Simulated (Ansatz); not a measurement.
Bi:

```
Bi
1.0
     3.48860   -3.13258    0.00000
     3.48860    3.13258    0.00000
    -1.26023    0.00000    3.11355
Bi
2
Cartesian
  4.1738 0.0000 2.6695
  1.5432 0.0000 0.4440
```

This isn't the form of Bi at room conditions, which is rhombohedral.

| Property | Result |
| --- | --- |
| Program | Ansatz 0.2.0 |
| Task | relaxation of cell and atoms |
| Functional | BLYP |
| Dispersion | D3(BJ) |
| Potentials or basis | Ansatz PAW |
| Cutoff | 420 eV (not typed: the program's choice for these potentials) |
| k mesh | 6 × 6 × 9 |
| Occupations | fermi-dirac, width 0.05 eV |
| Spin | no spin polarisation |

At the start: volume 34.03 Å³/atom.

How do energy, volume and symmetry change on relaxing?

It ends after 11 steps and the volume is 32.76 Å³/atom (-3.7 %); space group C2/m (No. 12, to 0.05 Å).

Step by step:
| step | energy change (eV) | largest force (eV/Å) | volume (Å³) |
| --- | --- | --- | --- |
| 1 | 0.0000 | 0.0808 | 68.05 |
| 2 | -0.0138 | 0.0926 | 64.51 |
| 3 | -0.0183 | 0.0117 | 65.70 |
| 4 | -0.0187 | 0.0059 | 65.64 |
| 5 | -0.0193 | 0.0095 | 65.55 |
| 6 | -0.0194 | 0.0091 | 65.47 |
| 7 | -0.0196 | 0.0071 | 65.52 |
| 8 | -0.0196 | 0.0185 | 65.56 |
| 9 | -0.0197 | 0.0004 | 65.52 |
| 10 | -0.0197 | 0.0006 | 65.52 |
| 11 | -0.0191 | 0.0006 | 65.52 |

Final structure:
```
CELL_PARAMETERS angstrom
3.49148 -3.04749 -0.04425
3.49148 3.04749 -0.04425
-1.30077 0.00000 3.09545
ATOMIC_POSITIONS crystal
Bi 0.75385 0.75385 0.84356
Bi 0.24615 0.24615 0.15644
```

Caveat: the plane-wave basis is chosen anew once the cell has moved, so the energies of steps on either side of that aren't comparable; pairwise dispersion overbinds metals, which lowers pressure and volume; the PAW data sets come from PBE, with cores solved anew for the run's functional, which leaves a small shift of forces and pressure.
